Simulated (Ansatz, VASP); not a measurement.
**One calculation of SnTe3, two programs**

Contents of INCAR:

```
PREC = Accurate
ENCUT = 520
EDIFF = 1E-6
ISMEAR = 0
SIGMA = 0.1
LREAL = F
LASPH = T
NELM = 100
ALGO = Normal
ISIF = 2
LWAVE = F
LCHARG = T
GGA = PE
LELF = T
LVHAR = T
NBANDS = 24
```

The input KPOINTS:

```
regular mesh
0
Gamma
  4 4 4
```

Contents of POSCAR:

```
SnTe3
1.0
    0.0000000000      3.8612190000      3.8612190000
    3.8612190000      0.0000000000      3.8612190000
    3.8612190000      3.8612190000      0.0000000000
Sn Te
1 3
Direct
    0.0000000000      0.0000000000      0.0000000000
    0.2500000000      0.2500000000      0.2500000000
    0.7500000000      0.7500000000      0.7500000000
    0.5000000000      0.5000000000      0.5000000000
```

Input for Ansatz:

```yaml
crystal:
  lattice:
    - [0.0, 3.861219, 3.861219]
    - [3.861219, 0.0, 3.861219]
    - [3.861219, 3.861219, 0.0]
  atoms:
    - { symbol: Sn, position: [0.0, 0.0, 0.0] }
    - { symbol: Te, position: [0.25, 0.25, 0.25] }
    - { symbol: Te, position: [0.75, 0.75, 0.75] }
    - { symbol: Te, position: [0.5, 0.5, 0.5] }
basis:
  ecutwfc: 420
kpoints:
  mp_grid: { grid: [4, 4, 4] }
hamiltonian:
  xc: pbe
scf:
  occupations: { method: gaussian, width: 0.1 }
output:
  forces: true
  stress: true
  eigenvalues: true
```

Alike in both runs: task single point; functional PBE; k mesh 4 × 4 × 4; occupations gaussian, width 0.1 eV; no spin polarisation.

|  | VASP | Ansatz |
| --- | --- | --- |
| version | VASP 6.6.1 | Ansatz 0.2.0 |
| potentials or method | VASP PAW PBE potentials, release 64 (Sn_d, Te) | scalar-relativistic, plane waves, PAW |
| plane-wave cutoff (eV) | 520 | 420 |
| valence electrons in the cell | 32 | 62 |

VASP gave:

| Item | Value |
| --- | --- |
| gap on the k mesh at the Fermi level (eV) | none |
| pressure (GPa) | 0.3 |

Question: What did Ansatz give for the same quantities?

Answer: gap on the k mesh at the Fermi level (eV): none; pressure (GPa): 0.4.

A gap of «none» marks a metal or a gap that the smearing closes. The two sets of potentials don't hold the same shells in valence.

The runs have no spin-orbit coupling, so splittings on Te are missing.
